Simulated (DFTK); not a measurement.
**ZrC in DFTK: the effect of pseudo set**

Crystal: ZrC.

```
CELL_PARAMETERS angstrom
0.00000 2.41138 2.41138
2.41138 0.00000 2.41138
2.41138 2.41138 0.00000
ATOMIC_POSITIONS crystal
Zr 0.50000 0.50000 0.50000
C 0.00000 0.00000 0.00000
```

The cell isn't the ideal one: volume scaled by 1.06.

Alike in all runs:

```yaml
Program: DFTK 0.8.2
Task: single point
Functional: PBE
k_mesh: 7 × 7 × 7
Occupations: fermi-dirac, width 0.05 eV
Spin: no spin polarisation
```

| pseudo set | cutoff | pressure (GPa) |
| --- | --- | --- |
| dojo.nc.sr.pbe.v0_5.standard.upf (PBE) | 1116 eV | -13.7 |
| SG15 1.2 (PBE) | 1225 eV | -13.8 |
| cp2k.nc.sr.pbe.v0_1.largecore.gth (PBE, GTH) | 2177 eV | ? |

Task: What does the run with pseudo set cp2k.nc.sr.pbe.v0_1.largecore.gth (PBE, GTH) give?

Result: Pressure -14.4 GPa.

Caveats: GTH potentials come without recommended cutoffs, and this one wasn't checked for convergence (some runs).
